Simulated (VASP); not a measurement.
# TiPbO4 (Cmmm) in VASP: band structure with PBE

Aim: the band structure of TiPbO4 with PBE.

Program: VASP 6.6.1. These are calculated values, not measurements. Logs are shortened: lines on timing, memory, paths and dates and some standing lists are left out, and cuts for length are marked.

## (1) The crystal as given

The structure is orthorhombic, space group Cmmm (No. 65). Conventional cell: a = 6.878 Å, b = 6.918 Å, c = 3.183 Å, α = 90.00°, β = 90.00°, γ = 90.00°. Around Ti (site symmetry mmm) lie 6 O at 1.98 to 2.01 Å. Pb (site symmetry mmm) has 6 O at 2.16 to 2.23 Å as nearest neighbours. O (site symmetry 2mm) is surrounded by 1 Ti at 1.98 Å and 2 Pb at 2.16 Å. O (site symmetry m2m) has 2 Ti at 2.01 Å and 1 Pb at 2.23 Å as nearest neighbours.

The cell was built by a generator and needn't be a form met in nature.

## (2) Band structure, PBE, spin-orbit coupling, no magnetisation

The input, INCAR:

```
ALGO = Fast
EDIFF = 1E-6
ENCUT = 520
GGA = PE
GGA_COMPAT = False
ISIF = 2
ISMEAR = 0
KPAR = 4
LASPH = True
LCHARG = False
LMAXMIX = 4
LNONCOLLINEAR = True
LORBIT = 11
LREAL = False
LSORBIT = True
LWAVE = False
MAGMOM = 0 0 0 0 0 0 0 0 0 0 0 0 0 0 0 0 0 0
NBANDS = 66
NELM = 100
PREC = Accurate
SIGMA = 0.1
```

The input, KPOINTS:

```
k-points
0
Gamma
  5 5 8
```

The input, POSCAR:

```
TiPbO4
1.0
    3.4389500000     -3.4587900000      0.0000000000
    3.4389500000      3.4587900000      0.0000000000
    0.0000000000      0.0000000000      3.1825800000
Ti Pb O
1 1 4
Direct
    0.5000000000      0.5000000000      0.5000000000
    0.0000000000      0.0000000000      0.0000000000
    0.2126400000      0.2126400000      0.5000000000
    0.7873600000      0.7873600000      0.5000000000
    0.6772410000      0.3227590000      0.0000000000
    0.3227590000      0.6772410000      0.0000000000
```

The input, KPOINTS_OPT:

```
path GXSRAZGYX1A1TY,ZT
20
line-mode
reciprocal
 0.0000000000  0.0000000000  0.0000000000  G
 0.4971401707  0.4971401707  0.0000000000  X

 0.4971401707  0.4971401707  0.0000000000  X
 0.0000000000  0.5000000000  0.0000000000  S

 0.0000000000  0.5000000000  0.0000000000  S
 0.0000000000  0.5000000000  0.5000000000  R

 0.0000000000  0.5000000000  0.5000000000  R
 0.4971401707  0.4971401707  0.5000000000  A

 0.4971401707  0.4971401707  0.5000000000  A
 0.0000000000  0.0000000000  0.5000000000  Z

 0.0000000000  0.0000000000  0.5000000000  Z
 0.0000000000  0.0000000000  0.0000000000  G

 0.0000000000  0.0000000000  0.0000000000  G
-0.5000000000  0.5000000000  0.0000000000  Y

-0.5000000000  0.5000000000  0.0000000000  Y
-0.4971401707  0.5028598293  0.0000000000  X1

-0.4971401707  0.5028598293  0.0000000000  X1
-0.4971401707  0.5028598293  0.5000000000  A1

-0.4971401707  0.5028598293  0.5000000000  A1
-0.5000000000  0.5000000000  0.5000000000  T

-0.5000000000  0.5000000000  0.5000000000  T
-0.5000000000  0.5000000000  0.0000000000  Y

 0.0000000000  0.0000000000  0.5000000000  Z
-0.5000000000  0.5000000000  0.5000000000  T
```

Potentials or basis: VASP PAW PBE potentials, release 64 (Ti_sv, Pb_d, O).

Launch:

```sh
$ cat potpaw_PBE.64/Ti_sv/POTCAR potpaw_PBE.64/Pb_d/POTCAR potpaw_PBE.64/O/POTCAR > POTCAR
$ mpirun -np 4 vasp_ncl > vasp.out
```

OUTCAR:

```text
EDIFF = 1E-6
   ENCUT = 520
   GGA = PE
   ISIF = 2
   ISMEAR = 0
   LASPH = True
   LNONCOLLINEAR = True
   LORBIT = 11
   LREAL = False
   LSORBIT = True
   NELM = 100
   PREC = Accurate

 ion  position               nearest neighbor table
   1  0.500  0.500  0.500-   3 1.98   4 1.98   5 2.01   6 2.01   5 2.01   6 2.01
   2  0.000  0.000  0.000-   3 2.16   4 2.16   3 2.16   4 2.16   5 2.23   6 2.23
   3  0.213  0.213  0.500-   1 1.98   2 2.16   2 2.16
   4  0.787  0.787  0.500-   1 1.98   2 2.16   2 2.16
   5  0.677  0.323  0.000-   1 2.01   1 2.01   2 2.23
   6  0.323  0.677  0.000-   1 2.01   1 2.01   2 2.23

  LATTYP: Found a base centered orthorhombic cell.
 ALAT       =     6.8779000000
 B/A-ratio  =     1.0057692028
 C/A-ratio  =     0.4627255412

  Lattice vectors:

 A1 = (   3.4389500000,  -3.4587900000,   0.0000000000)
 A2 = (   3.4389500000,   3.4587900000,   0.0000000000)
 A3 = (   0.0000000000,   0.0000000000,   3.1825800000)

Analysis of symmetry for initial positions (statically):
=====================================================================
 Subroutine PRICEL returns:
 Original cell was already a primitive cell.

 Routine SETGRP: Setting up the symmetry group for a
 base centered orthorhombic supercell.

 Subroutine GETGRP returns: Found  8 space group operations
 (whereof  8 operations were pure point group operations)
 out of a pool of  8 trial point group operations.

The static configuration has the point symmetry D_2h.

Analysis of symmetry for dynamics (positions and initial velocities):
=====================================================================
 Subroutine PRICEL returns:
 Original cell was already a primitive cell.

 Routine SETGRP: Setting up the symmetry group for a
 base centered orthorhombic supercell.

 Subroutine GETGRP returns: Found  8 space group operations
 (whereof  8 operations were pure point group operations)
 out of a pool of  8 trial point group operations.

The dynamic configuration has the point symmetry D_2h.

Analysis of structural, dynamic, and magnetic symmetry:
=====================================================================
 Subroutine PRICEL returns:
 Original cell was already a primitive cell.

 Routine SETGRP: Setting up the symmetry group for a
 base centered orthorhombic supercell.

 Subroutine GETGRP returns: Found  8 space group operations
 (whereof  8 operations were pure point group operations)
 out of a pool of  8 trial point group operations.

The overall configuration has the point symmetry D_2h.

 Subroutine INISYM returns: Found  8 space group operations
 (whereof  8 operations are pure point group operations),
 and found     1 'primitive' translations

----------------------------------------------------------------------------------------

                                     Primitive cell

  volume of cell :      75.7111

  direct lattice vectors                    reciprocal lattice vectors
     3.438950000 -3.458790000  0.000000000     0.145393216 -0.144559224  0.000000000
     3.438950000  3.458790000  0.000000000     0.145393216  0.144559224  0.000000000
     0.000000000  0.000000000  3.182580000     0.000000000  0.000000000  0.314210483

  length of vectors
     4.877458905  4.877458905  3.182580000     0.205028185  0.205028185  0.314210483

  position of ions in fractional coordinates (direct lattice)
     0.500000000  0.500000000  0.500000000
     0.000000000  0.000000000  0.000000000
     0.212640000  0.212640000  0.500000000
     0.787360000  0.787360000  0.500000000
     0.677241000  0.322759000  0.000000000
     0.322759000  0.677241000  0.000000000

  ion indices of the primitive-cell ions
[... 107 lines left out ...]
   IVDW    =     0    specifies the selected vdW correction
   LEPSILON=     F    determine dielectric tensor
   LRPA    =     F    only Hartree local field effects (RPA)
 RMM-DIIS sequential band-by-band and
 Gauss-broadening in eV      SIGMA  =   0.10
  energy-cutoff  :      520.00
  volume of cell :       75.71
 maximum number of plane-waves:      4120
   NGX = 19   NGY = 19   NGZ = 11

 number of electron      49.9999998 magnetization       0.0000000      0.0000000      0.0000000

 number of electron      49.9999998 magnetization       0.0000000     -0.0000000      0.0000000

 number of electron      49.9999998 magnetization       0.0000000     -0.0000000     -0.0000000

 number of electron      49.9999998 magnetization      -0.0000000     -0.0000000     -0.0000000

 Free energy of the ion-electron system (eV)
  ---------------------------------------------------
  ext. energy  EPLUGINS =         0.00000000
  ---------------------------------------------------
  free energy    TOTEN  =       -42.83669588 eV

  energy without entropy =      -42.83669576  energy(sigma->0) =      -42.83669582

 E-fermi :   4.6391     XC(G=0): -10.8159

 val. band max:        4.3483146026   @ k =   0.0000   0.0000   0.0000
 cond. band min:       4.9298343849   @ k =   0.0000   0.0000   0.0000
 fundamental gap:      0.5815197823
 Fermi energy:         4.6390899501

 k-point     1 :       0.0000    0.0000    0.0000
  band No.  band energies     occupation
      1     -52.6188      1.00000
      2     -52.6188      1.00000
      3     -29.2354      1.00000
      4     -29.2354      1.00000
      5     -28.6200      1.00000
      6     -28.6200      1.00000
[... 1549 lines left out ...]
     61      10.0388      0.00000
     62      10.0407      0.00000

 [... further k-points ...]

 [bands above 62 left out]

------------------------ aborting loop because EDIFF is reached ----------------------------------------

  FORCE on cell =-STRESS in cart. coord.  units (eV):
  Direction    XX          YY          ZZ          XY          YZ          ZX
  --------------------------------------------------------------------------------------
  -------------------------------------------------------------------------------------
  Total       -0.0574535     -0.0572125     -0.1314780      0.0000000      0.0000000      0.0000000
  in kB       -1.2158150     -1.2107152     -2.7823029      0.0000000      0.0000000      0.0000000
  external PRESSURE =      -1.7362777 kB  Pullay stress =       0.0000000 kB

 VOLUME and BASIS-vectors are now :
 -----------------------------------------------------------------------------
  energy-cutoff  :      520.00
  volume of cell :       75.71
      direct lattice vectors                 reciprocal lattice vectors
     3.438950000 -3.458790000  0.000000000     0.145393216 -0.144559224  0.000000000
     3.438950000  3.458790000  0.000000000     0.145393216  0.144559224  0.000000000
     0.000000000  0.000000000  3.182580000     0.000000000  0.000000000  0.314210483

 POSITION                                       TOTAL-FORCE (eV/Angst)
 -----------------------------------------------------------------------------------
      3.43895      0.00000      1.59129        -0.000000      0.000000     -0.000000
      0.00000      0.00000      0.00000         0.000000      0.000000     -0.000000
      1.46252      0.00000      1.59129        -0.025598      0.000000     -0.000000
      5.41538      0.00000      1.59129         0.025598      0.000000      0.000000
      3.43895     -1.22608      0.00000         0.000000     -0.007624     -0.000000
      3.43895      1.22608      0.00000         0.000000      0.007624     -0.000000
 -----------------------------------------------------------------------------------
    total drift:                                0.000000     -0.000000      0.000000

  FREE ENERGIE OF THE ION-ELECTRON SYSTEM (eV)
  ---------------------------------------------------
  free  energy   TOTEN  =       -42.8366958773 eV

  energy  without entropy=      -42.8366957569  energy(sigma->0) =      -42.83669582

 Spin-Orbit-Coupling matrix elements

 Ion:    1  E_soc:     -0.0098337
 l=   1
     0.0000000    -0.0016020    -0.0015981
    -0.0016020     0.0000000    -0.0015887
    -0.0015981    -0.0015887     0.0000000
 l=   2
     0.0000000    -0.0000156     0.0000000    -0.0000089    -0.0000325
    -0.0000156     0.0000000    -0.0000242    -0.0000097    -0.0000049
     0.0000000    -0.0000242     0.0000000    -0.0000199     0.0000000
    -0.0000089    -0.0000097    -0.0000199     0.0000000    -0.0000126
    -0.0000325    -0.0000049     0.0000000    -0.0000126     0.0000000
 l=   3
     0.0000000     0.0000000     0.0000000     0.0000000     0.0000000     0.0000000     0.0000000
     0.0000000     0.0000000     0.0000000     0.0000000     0.0000000     0.0000000     0.0000000
     0.0000000     0.0000000     0.0000000     0.0000000     0.0000000     0.0000000     0.0000000
     0.0000000     0.0000000     0.0000000     0.0000000     0.0000000     0.0000000     0.0000000
[... 89 lines left out ...]
 l=   2
     0.0000000     0.0000000     0.0000000     0.0000000     0.0000000
     0.0000000     0.0000000     0.0000000     0.0000000     0.0000000
     0.0000000     0.0000000     0.0000000     0.0000000     0.0000000
     0.0000000     0.0000000     0.0000000     0.0000000     0.0000000
     0.0000000     0.0000000     0.0000000     0.0000000     0.0000000
 l=   3
     0.0000000     0.0000000     0.0000000     0.0000000     0.0000000     0.0000000     0.0000000
     0.0000000     0.0000000     0.0000000     0.0000000     0.0000000     0.0000000     0.0000000
     0.0000000     0.0000000     0.0000000     0.0000000     0.0000000     0.0000000     0.0000000
     0.0000000     0.0000000     0.0000000     0.0000000     0.0000000     0.0000000     0.0000000
     0.0000000     0.0000000     0.0000000     0.0000000     0.0000000     0.0000000     0.0000000
     0.0000000     0.0000000     0.0000000     0.0000000     0.0000000     0.0000000     0.0000000
     0.0000000     0.0000000     0.0000000     0.0000000     0.0000000     0.0000000     0.0000000

 total charge

# of ion       s       p       d       tot
------------------------------------------
    1        2.204   6.253   1.647  10.104
    2        1.042   0.790  10.036  11.868
    3        1.576   3.423   0.000   4.999
    4        1.576   3.423   0.000   4.999
    5        1.571   3.433   0.000   5.003
    6        1.571   3.433   0.000   5.003
--------------------------------------------------
tot          9.540  20.755  11.683  41.977

 magnetization (x)

# of ion       s       p       d       tot
------------------------------------------
    1        0.000   0.000   0.000   0.000
    2        0.000   0.000   0.000   0.000
    3        0.000   0.000   0.000   0.000
    4        0.000   0.000   0.000   0.000
    5        0.000   0.000   0.000   0.000
    6        0.000   0.000   0.000   0.000
--------------------------------------------------
tot          0.000   0.000   0.000   0.000

 magnetization (y)

# of ion       s       p       d       tot
------------------------------------------
    1        0.000   0.000   0.000   0.000
    2        0.000   0.000   0.000   0.000
    3        0.000   0.000   0.000   0.000
    4        0.000   0.000   0.000   0.000
    5        0.000   0.000   0.000   0.000
    6        0.000   0.000   0.000   0.000
--------------------------------------------------
tot          0.000   0.000   0.000   0.000

 magnetization (z)

# of ion       s       p       d       tot
------------------------------------------
    1        0.000   0.000   0.000   0.000
    2       -0.000   0.000   0.000  -0.000
    3        0.000   0.000   0.000   0.000
    4        0.000   0.000   0.000   0.000
    5        0.000   0.000   0.000   0.000
    6        0.000   0.000   0.000   0.000
--------------------------------------------------
tot         -0.000   0.000   0.000   0.000
```

Wall time 17 min (4 MPI ranks of Intel Xeon Platinum 8488C (Sapphire Rapids), shared host); peak memory 0.76 GiB.

Results:

- Free energy: -42.8367 eV
- Pressure: -0.2 GPa
- Largest force: 0.026 eV/Å
- Valence electrons inside the program's atomic spheres: Ti 10.10; Pb 11.87; O 5.00

Forces on the atoms (eV/Å):
```
Ti   0.000  0.000  0.000
Pb   0.000  0.000  0.000
O   -0.026  0.000  0.000
O    0.026  0.000  0.000
O    0.000 -0.008  0.000
O    0.000  0.008  0.000
```
